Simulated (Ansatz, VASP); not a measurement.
## TiO2: VASP beside Ansatz

```
Ti O
1.0
     4.61981    0.00000    0.00000
     0.00000    4.61981    0.00000
     0.00000    0.00000    2.96824
Ti O
2 4
Direct
  0.00000 0.00000 0.00000
  0.50000 0.50000 0.50000
  0.30519 0.30519 0.00000
  0.19481 0.80519 0.50000
  0.69481 0.69481 0.00000
  0.80519 0.19481 0.50000
```

Change from the starting cell: volume scaled by 1.015, atoms relaxed by PAW.

Alike in both runs: functional r2SCAN; k mesh 4 × 4 × 6; no spin polarisation.

Ansatz relaxed the structure, and its values are those at the end. VASP's run is a single point on that final structure, the one shown.

|  | VASP | Ansatz |
| --- | --- | --- |
| version | VASP 6.6.1 | Ansatz 0.2.0 |
| potentials or method | VASP PAW PBE potentials, release 64 (Ti_sv, O) | PAW with Ansatz's default frozen-core files, scalar-relativistic |
| plane-wave cutoff (eV) | 520 | 500 |
| occupations | gaussian, width 0.01 eV | fixed |
| valence electrons in the cell | 48 | 48 |

|  | VASP | Ansatz | Ansatz less VASP |
| --- | --- | --- | --- |
| pressure (GPa) | -2.2 | -3.5 | -1.22 |
| rms of the force components (eV/Å) | 0.017 | 0.000 | -0.0164 |

Ansatz warned: «stress_scf_threshold_loose».

Caveats: the PAW data sets were made with another functional, which shifts forces and pressure a little (VASP). A k mesh can miss the band edges.
